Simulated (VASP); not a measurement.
# AlCo: relaxation of the atoms with PBE

AlCo:

```
CELL_PARAMETERS angstrom
2.81255 0.00000 0.00000
0.00000 2.81255 0.00000
0.00000 0.00000 2.81255
ATOMIC_POSITIONS crystal
Al 0.00000 0.00000 0.00000
Co 0.50000 0.50000 0.50000
```

The cell is a database's computed one.

The cell isn't the ideal one: a relaxed cell with its volume scaled by 0.96.

```yaml
Program: VASP 6.6.1
Task: relaxation of the atoms
Functional: PBE
Potentials_or_basis: VASP PAW PBE potentials, release 64 (Al, Co)
Cutoff: 600 eV
k_mesh: 14 × 14 × 14
Occupations: methfessel-paxton, width 0.1 eV
Spin: no spin polarisation
Further_INCAR_settings: ALGO = Normal; EDIFF = 1e-07; IBRION = 2; EDIFFG = -0.01; NSW = 40
```

```json
{
  "Pressure after relaxing": "8.0 GPa",
  "Band gap on the k mesh": "none (metal or under the smearing width)"
}
```

Final structure:
```xyz
2
Lattice="2.8125 0.0000 0.0000 0.0000 2.8125 0.0000 0.0000 0.0000 2.8125" Properties=species:S:1:pos:R:3 pbc="T T T"
Al    0.0000    0.0000    0.0000
Co    1.4063    1.4063    1.4063
```

Levels at points of the mesh, in eV from the Fermi level:
```
           k point  band 4  band 5  band 6  band 7  band 8  band 9
(0.00, 0.00, 0.00)   -0.93   -0.93   -0.93    6.13    6.13    6.13
(0.50, 0.00, 0.00)   -1.85   -1.85   -0.81    0.16    8.41   10.79
(0.50, 0.50, 0.00)   -2.80   -1.64   -1.64   -0.29    2.51    3.65
(0.50, 0.50, 0.50)   -0.25   -0.25    2.35    2.35    2.35    4.44
```

Run time: 8.1 s on 1 thread of Intel(R) Xeon(R) 6975P-C (Granite Rapids) (shared host), peak memory 0.16 GiB.

Caveat: the relaxation stopped at its first step, so nothing moved. Spin polarisation is off, so any magnetic state and its effect on volume and gap are missing.
